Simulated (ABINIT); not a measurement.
MoS2, 6 atoms in the cell. Symmetry: P6_3/mmc, No. 194, hexagonal system. Conventional cell: a = 3.169 Å, b = 3.169 Å, c = 12.324 Å, α = 90.00°, β = 90.00°, γ = 120.00°. Mo (site symmetry -6m2) has 6 S at 2.41 Å as nearest neighbours. S (site symmetry 3m) has 3 Mo at 2.41 Å as nearest neighbours. 

| Item | Value |
| --- | --- |
| Program | ABINIT 10.8.3 (patched build) |
| Task | effective masses |
| Functional | PBEsol |
| Potentials or basis | PseudoDojo NC SR PBEsol v0.4.1 standard |
| Cutoff | 1088 eV |
| k mesh | 7 × 7 × 2 |
| Occupations | fixed |
| Spin | no spin polarisation |
| k points of the masses | [[0.0, 0.0, 0.0], [0.25, 0.125, 0.0]] |
| Bands of the masses | [[26, 26], [27, 27]] |

Potentials or basis: PseudoDojo NC SR PBEsol v0.4.1 standard.

Launch:

```sh
$ abinit run.abi > log 2>&1
```

Hardware: 1 thread of Arm Neoverse V1, on a shared host.

Question: How long does it take, and how much memory?

Answer: Wall time 10 min on 1 thread of Arm Neoverse V1, on a shared host, peak memory 1.2 GiB. Counts: scf iterations 195, mpi ranks 1, k points 16, bands 26, plane waves 8780.
